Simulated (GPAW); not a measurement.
A calculation with GPAW 26.7.0 of Ga (ASE script, structure from a POSCAR):

File run.py:

```python
from ase.dft.bandgap import bandgap
from ase.io import read, write
from ase.units import GPa
from gpaw import GPAW, PW

atoms = read('POSCAR')

calc = GPAW(mode=PW(500),
            xc='PBE',
            kpts={'size': (11, 11, 11), 'gamma': True},
            occupations={'name': 'fermi-dirac', 'width': 0.05},
            nbands=7,
            maxiter=120,
            txt='gpaw.txt')
atoms.calc = calc
energy = atoms.get_potential_energy()
forces = atoms.get_forces()
stress = atoms.get_stress()
calc.write('gs.gpw')
write('result.traj', atoms)
print(f'Energy: {energy:.6f} eV')
print('Forces (eV/A):')
print(forces.round(4))
print('Stress (GPa):', (stress / GPa).round(3))
print('Fermi level:', round(calc.get_fermi_level(), 4), 'eV')
print(f'Gap: {bandgap(calc)[0]:.4f} eV, direct: {bandgap(calc, direct=True)[0]:.4f} eV')
```

The input POSCAR:

```
Ga
1.0
   -1.3843987196      1.3843987196      2.3112238365
    1.3843987196     -1.3843987196      2.3112238365
    1.3843987196      1.3843987196     -2.3112238365
Ga
1
Direct
    0.0000000000      0.0000000000      0.0000000000
```

Potentials or basis: GPAW PAW data sets (gpaw-data 1.2.1), pw.

Command:

```bash
$ OMP_NUM_THREADS=1 python run.py
```

This isn't the form of Ga at room conditions, which is orthorhombic.

Q: Write the same calculation in another form: ASE script, Cartesian positions.

A: As run:

File run.py:

```python
from ase.dft.bandgap import bandgap
from ase.io import read, write
from ase.units import GPa
from gpaw import GPAW, PW

atoms = read('Ga.xyz')

calc = GPAW(mode=PW(500),
            xc='PBE',
            kpts={'size': (11, 11, 11), 'gamma': True},
            occupations={'name': 'fermi-dirac', 'width': 0.05},
            nbands=7,
            maxiter=120,
            txt='gpaw.txt')
atoms.calc = calc
energy = atoms.get_potential_energy()
forces = atoms.get_forces()
stress = atoms.get_stress()
calc.write('gs.gpw')
write('result.traj', atoms)
print(f'Energy: {energy:.6f} eV')
print('Forces (eV/A):')
print(forces.round(4))
print('Stress (GPa):', (stress / GPa).round(3))
print('Fermi level:', round(calc.get_fermi_level(), 4), 'eV')
print(f'Gap: {bandgap(calc)[0]:.4f} eV, direct: {bandgap(calc, direct=True)[0]:.4f} eV')
```

File Ga.xyz:

```xyz
1
Lattice="-1.3843987196 1.3843987196 2.3112238365 1.3843987196 -1.3843987196 2.3112238365 1.3843987196 1.3843987196 -2.3112238365" Properties=species:S:1:pos:R:3 pbc="T T T"
Ga     0.0000000000      0.0000000000      0.0000000000
```

Potentials or basis: GPAW PAW data sets (gpaw-data 1.2.1), pw.

Command:

```console
$ OMP_NUM_THREADS=1 python run.py
```

Both were run:

|  | ASE script, structure from a POSCAR | ASE script, Cartesian positions |
| --- | --- | --- |
| Pressure | 4.2 GPa | 4.2 GPa |
| Band gap on the k mesh | none (metal or under the smearing width) | none (metal or under the smearing width) |

Keys that steer only the numerical path or the files written may differ.

Caveat: the cutoff is short for stress and forces, so pressures can be off by a GPa or more.
